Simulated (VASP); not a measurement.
Input of a VASP 6.6.1 run:

File INCAR:

```
PREC = Accurate
ENCUT = 520
EDIFF = 1E-6
ISMEAR = -1
SIGMA = 0.1
LREAL = F
LASPH = T
NELM = 150
ALGO = Normal
ISIF = 2
LWAVE = F
LCHARG = F
LMAXMIX = 4
LDAU = T
LDAUTYPE = 2
LDAUL = 2 -1
LDAUU = 5.3 0
LDAUJ = 0 0
LDAUPRINT = 1
GGA = PE
NBANDS = 18
```

Contents of KPOINTS:

```
Automatic mesh
0
Gamma
  9 9 9
```

File POSCAR:

```
HfO2
1.0
    0.0000000000      2.5575000000      2.5575000000
    2.5575000000      0.0000000000      2.5575000000
    2.5575000000      2.5575000000      0.0000000000
Hf O
1 2
Direct
    0.0000000000      0.0000000000      0.0000000000
    0.7500000000      0.7500000000      0.7500000000
    0.2500000000      0.2500000000      0.2500000000
```

Potentials or basis: VASP PAW PBE potentials, release 64 (Hf_pv, O).

Command:

```bash
$ cat potpaw_PBE.64/Hf_pv/POTCAR potpaw_PBE.64/O/POTCAR > POTCAR
$ mpirun -np 1 vasp_std > vasp.out
```

Task: Predict the pressure.

Result: 8.2 GPa.

Task: Predict the band gap on the k mesh.

Result: 4.50 eV, indirect (least direct gap 4.62 eV).

Eigenvalues of the final occupation matrices:
```csv
site,spin,trace,eigenvalues
site 1 d,1,0.58,0.05 0.05 0.16 0.16 0.16
site 1 d,2,0.58,0.05 0.05 0.16 0.16 0.16
```

Caveat: spin-orbit coupling is left out, which moves the levels of the heavy elements; an odd mesh through Γ misses points on the zone boundary, where band edges often lie.
